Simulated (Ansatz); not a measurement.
In doubt: masses and optical values from hybrid runs of this build are listed as unsure (in some of the runs), which bears on the screening that GW takes from such a start.

Consider Ga6As5P (zincblende [001] superlattice).

The cell holds 12 atoms: 6 Ga, 5 As and 1 P. Its edges and angles: a = 3.979 Å, b = 3.979 Å, c = 16.830 Å, α = 90.0°, β = 90.0°, γ = 90.0°. It derives from GaAs. Regions: GaAs, 10 atoms (5 Ga and 5 As); GaP, 2 atoms (1 Ga and 1 P). The structure's axis is c.

```xyz
12
Lattice="3.9793 0.0000 0.0000 0.0000 3.9793 0.0000 0.0000 0.0000 16.8298" Properties=species:S:1:pos:R:3 pbc="T T T"
Ga    0.0000    0.0000    0.6593
As    1.9896    0.0000    2.0782
Ga    1.9896    1.9896    3.4957
As    0.0000    1.9896    4.9157
Ga    0.0000    0.0000    6.3355
As    1.9896    0.0000    7.7554
Ga    1.9896    1.9896    9.1753
As    0.0000    1.9896   10.5952
Ga    0.0000    0.0000   12.0152
As    1.9896    0.0000   13.4326
Ga    1.9896    1.9896   14.8515
P     0.0000    1.9896   16.1703
```

The structure was relaxed with PBEsol. The runs that relaxed it are not among those shown.

Gaps computed with Ansatz 0.2.0 without a self-energy: HSE06 1.60 eV.

**Question.** Estimate the G0W0@HSE06 gap with 4×4×2 mesh, 516 empty bands, screening to 90 eV, PAW set soft_1 files.

About 1.95 eV: on its mesh the run moves the gap from 1.60 eV by +0.34 eV. Bands and cutoff are finite, so the gap is not at the basis limit. The miss can reach some tenths of an eV and take either sign; the mesh is an error of its own. The 4×4×2 mesh is coarse for this cell (its supercell is 16 Å along the shortest edge). The RPA ε∞ on it, from the HSE06 start, is 9.93 and 12.09; such meshes misread the long-range screening, most where the gap is narrow. The many-body steps are scalar-relativistic: spin-orbit coupling is not in them.

[Paths, hosts, dates, memory and timing lines, banners, echoed tables and standing remarks are left out of the program output.]

[Logs are printed without paths, hosts, clocks, repeated set-up lines and the standing remarks that a program may print on its own settings, such as how far it seeks lower states.]

[Runs of the session that timed out or met a known fault of the program may be left out.]

[Cells called generated may have been cut or substituted from an entry of the Crystallography Open Database or the Materials Project.]

[Hosts, paths, dates, database ids (printed as entryN), source tags and the programs' standing remarks are cut or masked in the printed files.]
